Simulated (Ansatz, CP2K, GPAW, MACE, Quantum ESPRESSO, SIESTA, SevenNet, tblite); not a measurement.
**GPAW on H-capped AlAs nanowire along [111] (40 atoms): settings against a plane-wave reference**

How do the settings of GPAW change the result for H-capped AlAs nanowire along [111] (40 atoms)? A plane-wave run serves as the yardstick.

Calculated with GPAW 26.7.0; the method is named at each step.

## 1. The starting structure

The cell holds 40 atoms: 9 Al, 9 As and 22 H. Its edges and angles: a = 19.586 Å, b = 16.545 Å, c = 9.805 Å, α = 90.0°, β = 90.0°, γ = 90.0°. It derives from AlAs (zinc-blende). Diamond section of size parameter 4.53 Å cut from zinc-blende AlAs (a = 5.661 Å) along [111], 1 period, broken bonds capped with H, 9 Å of vacuum. Then every atom was moved at random, 0.05 Å r.m.s. a Cartesian component (hydrogen 0.6 of that). Regions: wire, 18 atoms (9 Al and 9 As); hydrogen, 22 atoms (22 H). Vacuum lies along a and b. The structure's axis is c.

The yardstick, on the same geometry:

| Quantity | Value |
| --- | --- |
| method | Kohn-Sham DFT, PBE, SSSP efficiency 1.3.0 pseudopotentials, plane waves (Quantum ESPRESSO 7.5); sssp-pbe-1.3.0-efficiency, cutoffs 45/360 Ry, Γ point |
| r.m.s. force component | 0.7962 eV/Å |
| longest force | 3.657 eV/Å |
| gap (highest filled to lowest empty level) | 3.295 eV |
| time | 2.2 min on 4 MPI ranks of Arm Neoverse V2, shared host |
| CPU time | 8.8 min |

## 2. PBE, LCAO dzp, h 0.2 Å

Method: Kohn-Sham DFT, PBE, PAW, atomic orbitals (dzp).

run.py

```python
import numpy as np
from ase.io import read
from gpaw import GPAW, FermiDirac

atoms = read("structure.xyz")
atoms.calc = GPAW(
    mode="lcao",
    basis="dzp",
    h=0.2,
    xc="PBE",
    kpts={"size": (1, 1, 1), "gamma": True},
    occupations=FermiDirac(0.05),
    maxiter=200,
    symmetry={"point_group": False},
    txt="gpaw.txt",
)
energy = atoms.get_potential_energy(force_consistent=True)
forces = atoms.get_forces()
print(f"energy {energy:.6f} eV")
print("forces (eV/A)")
for i, (a, f) in enumerate(zip(atoms, forces)):
    print(f"{i:4d} {a.symbol:2s} {f[0]:10.5f} {f[1]:10.5f} {f[2]:10.5f}")
print(f"Fermi level {atoms.calc.get_fermi_level():.4f} eV")
for k in range(len(atoms.calc.get_ibz_k_points())):
    for s in range(atoms.calc.get_number_of_spins()):
        e = atoms.calc.get_eigenvalues(kpt=k, spin=s)
        n = np.searchsorted(e, atoms.calc.get_fermi_level())
        print(f"k {k} spin {s} levels about the Fermi level:", np.round(e[max(n - 6, 0):n], 4).tolist(), "|", np.round(e[n:n + 6], 4).tolist())
```

structure.xyz

```xyz
40
Lattice="19.58599 0.00000 0.00000 0.00000 16.54490 0.00000 0.00000 0.00000 9.80514" Properties=species:S:1:pos:R:3 pbc="T T T"
Al 7.83773 7.19256 3.24129
As 7.78073 7.16841 5.78386
Al 5.82899 8.26600 9.77180
As 5.72851 8.37106 2.36461
Al 7.71140 9.43374 6.53179
As 7.76917 9.47460 8.94258
Al 11.75590 7.19306 3.32306
As 11.79233 7.16841 5.72963
Al 9.78085 6.01705 6.51365
As 9.79691 5.94061 8.97337
Al 9.77928 8.35997 9.74984
As 9.83295 8.14903 2.47550
Al 9.87036 10.57666 3.34394
As 9.80259 10.62331 5.72277
Al 11.82543 9.45905 6.55385
As 11.90436 9.40627 8.92425
Al 13.76895 8.16325 0.03765
As 13.71568 8.28502 2.50551
H 7.81559 5.64760 2.73230
H 6.58050 6.42488 6.25793
H 5.77003 6.82179 9.32312
H 4.51418 9.02442 9.30351
H 5.83878 9.79144 2.96174
H 4.58665 7.58832 2.95527
H 6.47670 10.13905 6.00663
H 7.79072 10.87579 9.51197
H 11.82504 5.63106 2.70553
H 13.05054 6.41049 6.20881
H 9.79809 4.52139 6.03506
H 11.03220 5.28047 9.50883
H 8.54263 5.28659 9.48765
H 11.06726 11.37694 2.77378
H 8.50306 11.37545 2.76701
H 9.78457 12.01855 6.24784
H 13.06993 10.21366 6.05860
H 11.74396 10.91384 9.51285
H 13.80264 6.85091 9.29410
H 15.03519 9.06545 9.27390
H 15.06026 7.53968 2.98557
H 13.78227 9.80633 2.94860
```

Launch:

```console
$ OMP_NUM_THREADS=1 python run.py > output.txt
```

What it wrote:

```text
energy -144.330186 eV
forces (eV/A)
   0 Al   -1.17180   -1.09591    0.23048
   1 As    0.71878    0.18776   -0.81665
   2 Al   -1.16554    1.03579   -0.59876
   3 As    1.70349    0.04167    0.78470
   4 Al    0.78221    0.87216   -0.12076
   5 As    0.16400   -0.37700    0.53045
   6 Al    0.46072   -2.30769   -0.23459
   7 As   -0.05402   -0.05216    0.58569
   8 Al    0.17259   -0.98475   -0.10964
   9 As   -0.16544    1.43221   -0.42232
  10 Al    0.58719   -0.06917    0.65581
  11 As   -0.33487    2.18002   -0.61872
  12 Al   -1.31630    0.48753   -1.56960
  13 As   -0.32783   -1.58406    0.67915
  14 Al   -0.15102    0.59536   -0.49171
  15 As   -1.15521    0.96480    1.55242
  16 Al    1.57707    3.21379    0.33619
  17 As    1.16713    0.62842    0.14924
  18 H    -0.22170    0.19308    0.08444
  19 H    -0.56718   -0.37066    0.29394
  20 H     0.37985   -1.38738   -0.23419
  21 H    -0.15944    0.32609   -0.12496
  22 H    -0.48768   -0.36207    0.02710
  23 H    -0.43022    0.19867    0.32007
[...]
32 H     0.26349   -0.53258    0.25504
  33 H     0.01016    0.63611    0.26604
  34 H     0.79543    0.39047   -0.36840
  35 H     0.20279   -1.25467   -0.47037
  36 H    -0.29639   -3.10502   -0.95881
  37 H    -0.24127   -0.15898    0.36001
  38 H    -0.96297    0.82327   -0.13807
  39 H     0.29289   -0.97263   -0.12472
Fermi level -3.2448 eV
k 0 spin 0 levels about the Fermi level: [-5.1834, -5.0358, -4.7924, -4.7654, -4.6709, -4.5571] | [-1.1364, -1.0302, -0.8902, -0.8086, -0.6114, -0.5943]
```

gpaw.txt:

```text
Input parameters:
  mode=LCAO(),
  basis={'default': 'dzp'},
  h=0.2,
  kpts=MonkhorstPack(size=(1, 1, 1), gamma=True),
  maxiter=200,
  occupations=Occupations(name='fermi-dirac', width=0.05, fixmagmom=False),
  symmetry=Symmetry(point_group=False),
  xc=XC(name='PBE')
Unit cell  # Å
| periodic |         x |         y |        z |   lengths |    angles |
|----------|-----------|-----------|----------|-----------|-----------|
|      yes | 19.585990 |  0.000000 | 0.000000 | 19.585990 | 90.000000 |
|      yes |  0.000000 | 16.544900 | 0.000000 | 16.544900 | 90.000000 |
|      yes |  0.000000 |  0.000000 | 9.805140 |  9.805140 | 90.000000 |
Number of symmetries: 1
Symmetry operations  # r_c * U_cc + t_c -> r_c
|   | kind |            matrix            |
|---|------|------------------------------|
| 0 |  E   |  1, 0, 0,  0, 1, 0,  0, 0, 1 |
BZ-sampling:
  Number of BZ points: 1
  Number of IBZ points: 1
  Monkhorst-Pack size: [1, 1, 1]
  Monkhorst-Pack shift: [0, 0, 0]
[... lines left out ...]
Reference energy: -613232.355355  # eV
eigensolver:
density mixing:
  MSR1-Mixer
occupation numbers:
  Fermi-Dirac:
    width: 0.0500  # eV
FastPoissonSolver using
    Stencil: 6*3+1=19 point O(h^6) finite-difference Laplacian
xc functional:
  name: PBE with 2 nearest neighbor stencil
interpolation: tri-quintic # 5. degree polynomial
Initialization done in: 6.514 s
convergence criteria:
- Maximum [total energy] change in last 3 cyles: 0.0005 eV / valence electron
- Maximum integral of absolute [dens]ity change: 0.0001 electrons / valence electron
- Maximum integral of absolute [eigenst]ate change: 4e-08 eV^2 / valence electron
maximum number of iterations: 200
SCF iterations
|iter     |      energy | eigst |  dens |
|---------|-------------|-------|-------|
|iter:   1| -151.134036 |      c|       |
|iter:   2| -150.034241 |      c| -0.70 |
|iter:   3| -144.381436 |      c| -0.73 |
|iter:   4| -144.329284 |      c| -1.38 |
|iter:   5| -144.332547 |      c| -1.90 |
|iter:   6| -144.330319c|      c| -2.38 |
|iter:   7| -144.330191c|      c| -2.88 |
|iter:   8| -144.330187c|      c| -3.47 |
|iter:   9| -144.330186c|      c| -4.17c|
Converged in 9 steps
SCF loop duration: 21.650 s (2.406 s/step)
Energy contributions relative to reference atoms: (reference = -613232.355355)
Energy contributions:
  Kinetic:         242.960580
  Coulomb:        -235.210845
  Zero:             -0.203948
  External:          0.000000
  Xc:             -151.875974
  Entropy:          -0.000000
  Spinorbit:         0.000000
  ----------------------------
  Free energy:    -144.330186
  Extrapolated:   -144.330186
dipole moment: (-0.042422, -0.318846, 45.099912)  # |e|*Ang
Fermi level: -3.245
Eigenvalues  # (at kpt = [0.000, 0.000, 0.000])
| band index |      eig [eV] | occ [0-2] |
|------------|---------------|-----------|
|          0 |       -15.908 |     2.000 |
|        ... |               |           |
|         39 |        -5.423 |     2.000 |
|         40 |        -5.278 |     2.000 |
[...]
|         54 |        -0.145 |     0.000 |
|        ... |               |           |
|         60 |         0.446 |     0.000 |
Gap: 3.421 eV
Transition (v -> c):
  (s=0, k=0, n=46, [0.00, 0.00, 0.00]) -> (s=0, k=0, n=47, [0.00, 0.00, 0.00])
No difference between direct/indirect transitions
Force computation time: 3.481  # s
timing:  # [seconds]
  Total:  31.667  # ━━━━━━━━━━━━━━━━━━━━━━━━━━━━━━━━━━━━━━━━━━━━━━━━━━━━━━━━━
  Init:    6.513  # ━━━━━━━━━━━╸
  SCF:    21.650  # ━━━━━━━━━━━━━━━━━━━━━━━━━━━━━━━━━━━━━━━
  Forces:  3.482  # ━━━━━━╸
```

Wall time 33 s (1 thread of Arm Neoverse V2, shared host); peak memory 1.2 GiB.

Banners, paths, timers and routine set-up lines are dropped from the logs unmarked, and long logs keep their key lines alone; longer cuts are marked.

Compared with the plane-wave run:

```
r.m.s. force component                           : 0.8149 eV/Å
r.m.s. difference of force components            : 61.89 meV/Å
longest difference of force vectors              : 194.3 meV/Å
force difference over r.m.s. force               : 7.773 %
slope of forces against the reference's          : 1.021
correlation of force components                  : 0.9973
gap (highest filled to lowest empty level) : 3.421 eV
gap difference                                   : 0.1253 eV
```

Length of the force difference by element (eV/Å):

| element | atoms | mean | most |
| --- | --- | --- | --- |
| Al | 9 | 0.077 | 0.10 |
| As | 9 | 0.097 | 0.16 |
| H | 22 | 0.10 | 0.19 |

Levels nearest the highest filled one (eV from it): -0.63, -0.48, -0.24, -0.21, -0.11, 0.00, 3.42, 3.53, 3.67, 3.75, 3.95, 3.96.

Local excerpt of 9 atoms (numbers count through the whole input) about H34, picked at random; x, y, z are measured from there.

| atom | x | y | z | distance (Å) | bonds | Fx | Fy | Fz (eV/Å) |
| --- | --- | --- | --- | --- | --- | --- | --- | --- |
| H34 | 0.00 | 0.00 | 0.00 | 0.00 | 1 | 0.01 | 0.64 | 0.27 |
| As14 | 0.02 | -1.40 | -0.53 | 1.49 | 4 | -0.33 | -1.58 | 0.68 |
| Al13 | 0.09 | -1.44 | -2.90 | 3.24 | 4 | -1.32 | 0.49 | -1.57 |
| Al15 | 2.04 | -2.56 | 0.31 | 3.29 | 4 | -0.15 | 0.60 | -0.49 |
| Al5 | -2.07 | -2.58 | 0.28 | 3.33 | 4 | 0.78 | 0.87 | -0.12 |
| H35 | 3.29 | -1.80 | -0.19 | 3.75 | 1 | 0.80 | 0.39 | -0.37 |
| H32 | 1.28 | -0.64 | -3.47 | 3.76 | 1 | 0.96 | 0.15 | -0.22 |
| H33 | -1.28 | -0.64 | -3.48 | 3.76 | 1 | 0.26 | -0.53 | 0.26 |
| H25 | -3.31 | -1.88 | -0.24 | 3.81 | 1 | -1.04 | 0.58 | -0.42 |

Atoms are counted from 1 here, from 0 in the log.

Forces lie 7.8 % from the reference's, at 0.062 times its CPU time (on 1 against 4 cores).

## 3. PBE, LCAO dzp, h 0.15 Å

Method: Kohn-Sham DFT, PBE, PAW, atomic orbitals (dzp).

run.py: that of step 2 with these lines changed.

```diff
@@ -8,3 +8,3 @@
     basis="dzp",
-    h=0.2,
+    h=0.15,
     xc="PBE",
```

structure.xyz is that of step 2.

What it wrote:

```text
energy -144.833310 eV
forces (eV/A)
   0 Al   -1.17128   -1.09664    0.22786
   1 As    0.72229    0.18372   -0.80880
   2 Al   -1.16690    1.03516   -0.60485
   3 As    1.70653    0.04307    0.78100
   4 Al    0.77742    0.86960   -0.12292
   5 As    0.15737   -0.38210    0.53130
   6 Al    0.45839   -2.30644   -0.23332
   7 As   -0.06044   -0.05989    0.57322
   8 Al    0.17144   -0.98719   -0.11602
   9 As   -0.16818    1.42069   -0.41477
  10 Al    0.58612   -0.06913    0.65267
  11 As   -0.33084    2.17642   -0.62130
  12 Al   -1.31520    0.48407   -1.57029
  13 As   -0.33189   -1.58508    0.67688
  14 Al   -0.15294    0.59594   -0.48963
  15 As   -1.14809    0.96770    1.53956
  16 Al    1.57705    3.21392    0.33855
  17 As    1.16364    0.60713    0.14070
  18 H    -0.22226    0.18347    0.09337
  19 H    -0.57098   -0.37509    0.28598
  20 H     0.38739   -1.38685   -0.23888
  21 H    -0.16269    0.33412   -0.12701
  22 H    -0.49788   -0.37496    0.02870
  23 H    -0.41676    0.20214    0.31797
[...]
32 H     0.25366   -0.53444    0.26352
  33 H     0.01624    0.63172    0.25714
  34 H     0.80159    0.40524   -0.37437
  35 H     0.20154   -1.24987   -0.47877
  36 H    -0.31612   -3.09144   -0.95711
  37 H    -0.25052   -0.16476    0.36693
  38 H    -0.96622    0.82627   -0.13396
  39 H     0.29336   -0.96177   -0.12404
Fermi level -3.2452 eV
k 0 spin 0 levels about the Fermi level: [-5.1839, -5.0364, -4.7931, -4.766, -4.6715, -4.5576] | [-1.1374, -1.0312, -0.8911, -0.8097, -0.6122, -0.5953]
```

gpaw.txt:

```text
Input parameters:
  mode=LCAO(),
  basis={'default': 'dzp'},
  h=0.15,
  kpts=MonkhorstPack(size=(1, 1, 1), gamma=True),
  maxiter=200,
  occupations=Occupations(name='fermi-dirac', width=0.05, fixmagmom=False),
  symmetry=Symmetry(point_group=False),
  xc=XC(name='PBE')
Unit cell  # Å
| periodic |         x |         y |        z |   lengths |    angles |
[... lines left out ...]
  Fermi-Dirac:
[... lines left out ...]
convergence criteria:
- Maximum [total energy] change in last 3 cyles: 0.0005 eV / valence electron
[... lines left out ...]
Converged in 9 steps
[... lines left out ...]
  Free energy:    -144.833310
  Extrapolated:   -144.833310
dipole moment: (-0.042466, -0.318840, 44.741313)  # |e|*Ang
Fermi level: -3.245
Eigenvalues  # (at kpt = [0.000, 0.000, 0.000])
| band index |      eig [eV] | occ [0-2] |
|------------|---------------|-----------|
|          0 |       -15.909 |     2.000 |
|        ... |               |           |
|         39 |        -5.423 |     2.000 |
|         40 |        -5.279 |     2.000 |
[...]
|         54 |        -0.146 |     0.000 |
|        ... |               |           |
|         60 |         0.446 |     0.000 |
Gap: 3.420 eV
Transition (v -> c):
  (s=0, k=0, n=46, [0.00, 0.00, 0.00]) -> (s=0, k=0, n=47, [0.00, 0.00, 0.00])
No difference between direct/indirect transitions
Force computation time: 8.149  # s
timing:  # [seconds]
  Total:  71.691  # ━━━━━━━━━━━━━━━━━━━━━━━━━━━━━━━━━━━━━━━━━━━━━━━━━━━━━━━━━
  Init:   13.974  # ━━━━━━━━━━━
  SCF:    49.544  # ━━━━━━━━━━━━━━━━━━━━━━━━━━━━━━━━━━━━━━━╸
  Forces:  8.149  # ━━━━━━╸
```

It took 73 s on 1 thread; peak memory 2.9 GiB.

Compared with the plane-wave run:

- r.m.s. force component: 0.8137 eV/Å
- r.m.s. difference of force components: 59.85 meV/Å
- longest difference of force vectors: 171.4 meV/Å
- force difference over r.m.s. force: 7.516 %
- slope of forces against the reference's: 1.019
- correlation of force components: 0.9975
- gap (highest filled to lowest empty level): 3.42 eV
- gap difference: 0.1248 eV
- energy less the same-level run's: -12.58 meV/atom
- r.m.s. force difference from the same-level run: 7.451 meV/Å

Against the first run (7.8 %), the force difference from the reference is 7.5 %, at 2.2 times the CPU time: the change moves forces by 7.5 meV/Å r.m.s., so most of the difference comes from elsewhere.

## 4. PBE, LCAO szp(dzp), h 0.2 Å

Method: Kohn-Sham DFT, PBE, PAW, atomic orbitals (szp(dzp)).

run.py: that of step 3 with these lines changed.

```diff
@@ -7,4 +7,4 @@
     mode="lcao",
-    basis="dzp",
-    h=0.15,
+    basis="szp(dzp)",
+    h=0.2,
     xc="PBE",
```

structure.xyz is that of step 3.

What it wrote:

```text
energy -134.185902 eV
forces (eV/A)
   0 Al   -1.24485   -1.20172    0.22767
   1 As    1.49604    0.69860   -1.09994
   2 Al   -1.32837    0.83843   -0.86739
   3 As    2.35846   -0.18920    0.16366
   4 Al    0.57599    1.10897   -0.23469
   5 As    0.19501   -1.21394    0.21566
   6 Al    0.41615   -2.48339   -0.23534
   7 As   -0.74136    0.41943    0.41305
   8 Al    0.17944   -1.21770   -0.25099
   9 As   -0.17132    2.31954   -1.01467
  10 Al    0.63921    0.03076    0.76161
  11 As   -0.32287    2.28012   -0.65692
  12 Al   -1.25263    0.59249   -1.80099
  13 As   -0.34795   -2.58860    0.47184
  14 Al    0.03126    0.77278   -0.58605
  15 As   -1.12369    0.35051    1.38421
  16 Al    1.73794    2.82967    0.16537
  17 As    0.53780    0.29872   -0.19571
  18 H    -0.21492    0.05967    0.01668
  19 H    -1.43096   -0.90192    0.66490
  20 H     0.45234   -1.40494   -0.23016
  21 H    -0.23401    0.39517   -0.12514
  22 H    -0.34773    0.66155    0.46084
  23 H    -1.28980   -0.45466    0.76396
[...]
32 H     0.11534   -0.51438    0.21406
  33 H    -0.00319    1.63250    0.65566
  34 H     0.83632    0.40141   -0.41187
  35 H     0.08510   -0.52472   -0.17420
  36 H    -0.37785   -3.02548   -0.93922
  37 H    -0.14949   -0.03594    0.30513
  38 H    -0.20487    0.35946    0.12423
  39 H     0.28236    0.02046    0.16407
Fermi level -3.3073 eV
k 0 spin 0 levels about the Fermi level: [-6.1712, -6.0287, -5.911, -5.7328, -5.6566, -5.4637] | [-2.0592, -1.9703, -1.8041, -1.7352, -1.5168, -1.4469]
```

gpaw.txt:

```text
Input parameters:
  mode=LCAO(),
  basis={'default': 'szp(dzp)'},
  h=0.2,
  kpts=MonkhorstPack(size=(1, 1, 1), gamma=True),
  maxiter=200,
  occupations=Occupations(name='fermi-dirac', width=0.05, fixmagmom=False),
  symmetry=Symmetry(point_group=False),
  xc=XC(name='PBE')
Unit cell  # Å
| periodic |         x |         y |        z |   lengths |    angles |
[... lines left out ...]
  Fermi-Dirac:
[... lines left out ...]
convergence criteria:
- Maximum [total energy] change in last 3 cyles: 0.0005 eV / valence electron
[... lines left out ...]
Converged in 9 steps
[... lines left out ...]
  Free energy:    -134.185902
  Extrapolated:   -134.185902
dipole moment: (0.010287, -0.286075, 47.328452)  # |e|*Ang
Fermi level: -3.307
Eigenvalues  # (at kpt = [0.000, 0.000, 0.000])
| band index |      eig [eV] | occ [0-2] |
|------------|---------------|-----------|
|          0 |       -17.228 |     2.000 |
|        ... |               |           |
|         39 |        -6.405 |     2.000 |
|         40 |        -6.287 |     2.000 |
[...]
|         54 |        -1.073 |     0.000 |
|        ... |               |           |
|         60 |        -0.362 |     0.000 |
Gap: 3.405 eV
Transition (v -> c):
  (s=0, k=0, n=46, [0.00, 0.00, 0.00]) -> (s=0, k=0, n=47, [0.00, 0.00, 0.00])
No difference between direct/indirect transitions
Force computation time: 2.848  # s
timing:  # [seconds]
  Total:  28.062  # ━━━━━━━━━━━━━━━━━━━━━━━━━━━━━━━━━━━━━━━━━━━━━━━━━━━━━━━━━
  Init:    6.260  # ━━━━━━━━━━━━╸
  SCF:    18.931  # ━━━━━━━━━━━━━━━━━━━━━━━━━━━━━━━━━━━━━━╸
  Forces:  2.848  # ━━━━━━
```

The job ended after 29 s (1 thread; peak memory 1.2 GiB).

Against the reference:

```
r.m.s. force component                           : 0.9332 eV/Å
r.m.s. difference of force components            : 460.9 meV/Å
longest difference of force vectors              : 1419 meV/Å
force difference over r.m.s. force               : 57.88 %
slope of forces against the reference's          : 1.019
correlation of force components                  : 0.8697
gap (highest filled to lowest empty level) : 3.405 eV
gap difference                                   : 0.1091 eV
```

This is a coarse setting, run to see what it loses.

Against the first run (7.8 %), the force difference from the reference is 58 %, at 0.89 times the CPU time, with 250 basis functions against 344: the smaller basis costs accuracy.

(Part 1 of 2 ends here.)

[Also dropped from logs without a mark: logging warnings of Python, and SIESTA's first energy breakdown and zero terms.]

[Logs are printed without paths, hosts, clocks, repeated set-up lines and the standing remarks that a program may print on its own settings, such as how far it seeks lower states.]

[Hosts, paths, dates, database ids (printed as entryN), source tags and the programs' standing remarks are cut or masked in the printed files.]
